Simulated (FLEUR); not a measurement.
# 1 ML Cr on Rh(001), 1 substrate layers: exchange couplings by hand from total energies

Can a spin model with one coupling foretell the energy of a further order of 1 ML Cr on Rh(001), 1 substrate layers?

Method: PBE; all-electron FLAPW film, Dirac cores, scalar-relativistic bands, in FLEUR MaX-R8.1.

### Step 1. Set-up

The cell holds 2 atoms: 1 Rh and 1 Cr. Cell: a = 2.684 Å, b = 2.684 Å, c = 15.809 Å, α = 90.0°, β = 90.0°, γ = 90.0°. Pseudomorphic film on a typed substrate lattice, hard-sphere layer spacings, unrelaxed. Vacuum lies along c.

Structure file:

```xyz
2
Lattice="2.6840 0.0000 0.0000 0.0000 2.6840 0.0000 0.0000 0.0000 15.8091" Properties=species:S:1:pos:R:3
Rh    0.0000    0.0000    7.0000
Cr    1.3420    1.3420    8.8091
```

### Step 2. The parallel order

All energies count from this run.

inpgen writes inp.xml from crystal.txt; cutoffs, mixing, functional, smearing and local orbitals are then set in the file. The k list default-1 (kpts.xml, not shown) is a Γ-centred 10×10×1 mesh; where the ranks do not divide the number of points, some are split in two of half the weight.

Contents of inp.xml:

```
<?xml version="1.0" encoding="UTF-8" standalone="no"?>
<fleurInput fleurInputVersion="0.39">
   <comment>
      CrRh
   </comment>
   <calculationSetup>
      <cutoffs Kmax="3.6" Gmax="10.8" GmaxXC="10.8" numbands="0"/>
      <scfLoop itmax="120" minDistance="0.00002" maxIterBroyd="15" imix="Anderson" alpha="0.03" precondParam="0.0" spinf="2.0" sdNocoIR="T"/>
      <coreElectrons ctail="T" frcor="F" kcrel="0" coretail_lmax="0"/>
      <xcFunctional name="pbe" relativisticCorrections="F"/>
      <magnetism jspins="2"/>
      <soc l_soc="F" theta="0.0" phi="0.0" spav="F"/>
      <expertModes spex="0" secvar="F"/>
      <geometryOptimization l_f="F" forcealpha="1.0" forcemix="BFGS" epsdisp="0.00001" epsforce="0.00001"/>
      <ldaU l_linMix="F" mixParam="0.05" spinf="1.0"/>
   </calculationSetup>
   <cell>
      <bzIntegration valenceElectrons="29.0" mode="hist" fermiSmearingEnergy="0.00110248">
         <kPointListSelection listName="default-1"/>
         <xi:include xmlns:xi="http://www.w3.org/2001/XInclude" href="kpts.xml"> </xi:include>
      </bzIntegration>
      <xi:include xmlns:xi="http://www.w3.org/2001/XInclude" href="sym.xml"> </xi:include>
      <filmLattice scale="1.0" dVac="8.92" dTilda="11.42">
         <bravaisMatrixFilm>
            <row-1>    5.0719587780120392     0.0000000000000000</row-1>
            <row-2>    0.0000000000000000     5.0719587780120392</row-2>
         </bravaisMatrixFilm>
         <vacuumEnergyParameters vacuum="1" spinUp="-.25" spinDown="-.25"/>
         <vacuumEnergyParameters vacuum="2" spinUp="-.25" spinDown="-.25"/>
      </filmLattice>
   </cell>
   <atomSpecies>
      <species name="Rhodium (Rh)" element="Rh" atomicNumber="45">
         <mtSphere radius="2.35" gridPoints="777" logIncrement="0.016"/>
         <atomicCutoffs lmax="8" lnonsphr="6"/>
         <electronConfig flipSpins="F">
            <coreConfig>(1s1/2) (2s1/2) (2p1/2) (2p3/2) (3s1/2) (3p1/2) (3p3/2) (4s1/2) (3d3/2) (3d5/2)</coreConfig>
            <valenceConfig>(4p1/2) (4p3/2) (5s1/2) (4d3/2) (4d5/2)</valenceConfig>
            <stateOccupation state="(5s1/2)" spinUp="0.500000" spinDown="0.500000"/>
            <stateOccupation state="(4d3/2)" spinUp="1.600000" spinDown="1.600000"/>
            <stateOccupation state="(4d5/2)" spinUp="2.400000" spinDown="2.400000"/>
         </electronConfig>
         <energyParameters s="5" p="5" d="4" f="4"/>
         <lo type="SCLO" l="1" n="4" eDeriv="0"/>
      </species>
      <species name="Chromium (2.500" element="Cr" atomicNumber="24">
         <mtSphere radius="2.35" gridPoints="777" logIncrement="0.016"/>
         <atomicCutoffs lmax="8" lnonsphr="6"/>
         <electronConfig flipSpins="F">
            <coreConfig>(1s1/2) (2s1/2) (2p1/2) (2p3/2)</coreConfig>
            <valenceConfig>(3s1/2) (3p1/2) (3p3/2) (4s1/2) (3d3/2) (3d5/2)</valenceConfig>
            <stateOccupation state="(4s1/2)" spinUp="0.5" spinDown="0.5"/>
            <stateOccupation state="(3d3/2)" spinUp="1.0" spinDown="1.0"/>
            <stateOccupation state="(3d5/2)" spinUp="2.75" spinDown="0.25"/>
         </electronConfig>
         <energyParameters s="4" p="4" d="3" f="4"/>
         <lo type="SCLO" l="0" n="3" eDeriv="0"/>
         <lo type="SCLO" l="1" n="3" eDeriv="0"/>
      </species>
   </atomSpecies>
   <atomGroups>
      <atomGroup species="Rhodium (Rh)">
         <filmPos label="                   1">.0000000000 .0000000000 -1.7093837303</filmPos>
         <force calculate="T" relaxXYZ="TTT"/>
      </atomGroup>
      <atomGroup species="Chromium (2.500">
         <filmPos label="                   2">1.000/2.000 1.000/2.000 1.7093837303</filmPos>
         <force calculate="T" relaxXYZ="TTT"/>
      </atomGroup>
   </atomGroups>
   <output dos="F" band="F" slice="F">
      <bandDOS minEnergy="-.5*Htr" maxEnergy="0.5*Htr" sigma="0.015" storeEVData="T"/>
      <plotting iplot="0" polar="F">
         <plot TwoD="T" vec1="  1.0  0.0  0.0" vec2="  0.0  1.0  0.0" vec3="  0.0  0.0  1.0" zero="  0.0  0.0 -0.5" file="plot"/>
      </plotting>
      <moessbauerParams electricFieldGradient="F" isomerShift="F" coreHyperfine="F" valenceHyperfine="F"/>
   </output>
</fleurInput>
```

Contents of crystal.txt:

```
CrRh
&input film=T cartesian=F /
2.68396500000  0.00000000000  0.00000000000
0.00000000000  2.68396500000  0.00000000000
0.00000000000  0.00000000000  1.00000000000
1.8897261246
1.0 1.0 1.0

2
45 0.00000000000  0.00000000000  -1.70938373032
24 0.50000000000  0.50000000000  1.70938373032 : 2.500

&kpt div1=10 div2=10 div3=1 gamma=T /
```

On the command line:

```bash
$ OMP_NUM_THREADS=1 inpgen -f crystal.txt > inpgen.log  # inp.xml is then edited as shown
$ OMP_NUM_THREADS=1 mpirun -n 4 fleur_MPI > fleur.log
```

The log of the run:

```text
Welcome to FLEUR        (www.flapw.de)
      MaX-Release 8.1          (www.max-centre.eu)

 ========== k-point set info ==========
 Selected k-point list: default-1
 k-point list type: mesh
 0 x 0 x 0
 Number of k points: 24

 [... set-up left out ...]
 Iteration:     1   Distance:      31.80577622 me/bohr^3
 Iteration:     2   Distance:      21.71933189 me/bohr^3
 Iteration:     3   Distance:      17.16074711 me/bohr^3
 Iteration:     4   Distance:      12.94926312 me/bohr^3
 Iteration:     5   Distance:       6.49998908 me/bohr^3
[...]
<sumOfEigenvalues value="    -3500.2312774235">
               <coreElectrons value="-3469.9268348168"/>
               <valenceElectrons value="-30.3044426067"/>
            </sumOfEigenvalues>
         [... left out ...]
            <freeEnergy value="-5836.0689938843"/>
            <extrapolationTo0K value="-5836.0688792071"/>
         </totalEnergy>
         <densityConvergence units="me/bohr^3">
            <chargeDensity spin="1" distance="0.0000099086"/>
            <chargeDensity spin="2" distance="0.0000110093"/>
            <overallChargeDensity distance="0.0000122651"/>
            <spinDensity distance="0.0000169805"/>
         </densityConvergence>
      </iteration>
```

Elapsed: 40 s, on 4 MPI ranks of AMD EPYC 9R45, shared host; peak memory 0.29 GiB.

Spin moment in the muffin-tin sphere by atom:

```tsv
atom	spin moment in the muffin-tin sphere (μB)
Rh1	-0.02
Cr2	3.25
```

Read from the output:

| Item | Value |
| --- | --- |
| free energy | -158807.5276 eV |
| program's band gap on this mesh (in a metal only a level spacing) | 0.02973 eV |
| magnetization | 3.805 μB |
| final state | ferromagnetic |

After 51 cycles the largest moment stands at 3.25 μB.

### Step 3. The orders used for the fit

The other orders were run with the same settings, on meshes that hold the same points. Free energies are divided by the number of Cr atoms; q is in fractions of the reciprocal vectors of the first run's cell.

```tsv
order	atoms	mesh	free energy (eV)	eV per Cr	largest moment (μB)
F +	2	10×10×1	-158807.5276	-158807.5276	3.25
AF q=(1/2,1/2,0) +-	4	5×10×1	-317615.4705	-158807.7353	2.83
```

### Step 4. Counting neighbours

With E = −Σ J e_i·e_j over ordered pairs of unit vectors, turning a neighbour from parallel to opposed costs 2J a Cr atom. So an order lies 2 Σ n J over the parallel one, n being the opposed neighbours in each shell.

```tsv
shell	distance (Å)	neighbours	opposed in AF q=(1/2,1/2,0) +-	opposed in AF q=(0,1/2,0) +-
J1	2.68	4	4	2
J2	3.80	4	0	4
```

Only J1 is kept.

### Step 5. Solving

```
2 × 4 × J1 = -207.7 meV    (AF q=(1/2,1/2,0) +-)
J1 = -25.96 meV
```

### Step 6. The test

The couplings now give the orders that were left out:

```
2 × 2 × (-25.96) = -103.8 meV    (AF q=(0,1/2,0) +-)
```

The runs themselves:

```tsv
order	atoms	mesh	free energy (eV)	eV per Cr	largest moment (μB)	over the parallel order (meV)	foretold (meV)
AF q=(0,1/2,0) +-	4	10×5×1	-317615.4962	-158807.7481	3.04	-220.5	-103.8
```

### Step 7. One more shell

One try is to add the next shell, though changing moments can also cause the miss. Both differences then fix both couplings, and no order is left for a test.

```
2 × 4 × J1 = -207.7 meV    (AF q=(1/2,1/2,0) +-)
2 × 2 × J1 + 2 × 4 × J2 = -220.5 meV    (AF q=(0,1/2,0) +-)
J1 = -25.96 meV
J2 = -14.58 meV
```

### Step 8. Summary of results

| Item | Value |
| --- | --- |
| effective coupling of the reversed pairs, counted on J1 (Cr–Cr at 2.68 Å) | -26.0 meV |
| largest miss on the orders left out | 117 meV |
| J1 with two shells | -26.0 meV |
| J2 with two shells | -14.6 meV |

What this shows: The model misses the order left out by 117 meV, 53 % of the largest distance from the parallel order, so it fails: these couplings alone don't describe the crystal. With the next shell added the couplings are J1 = -25.96 and J2 = -14.58 meV, untested. The largest moments of the orders differ by 13 % of the greatest. One difference fixes one number: it sums all reversed shells and need not be the coupling of the nearest one, even in sign. With one substrate layer the cell is a free-standing, unrelaxed film and no surface.

[Logs and program files are shortened in this print: banners, set-up blocks, solver, clock and traceback lines can be left out without a mark of their own.]

[Logs are printed without paths, hosts, clocks, repeated set-up lines and the standing remarks that a program may print on its own settings, such as how far it seeks lower states.]

[Hosts, paths, dates, database ids (printed as entryN), source tags and the programs' standing remarks are cut or masked in the printed files.]

[Where a cell is said to come from a database of computed structures, the database is the Materials Project.]
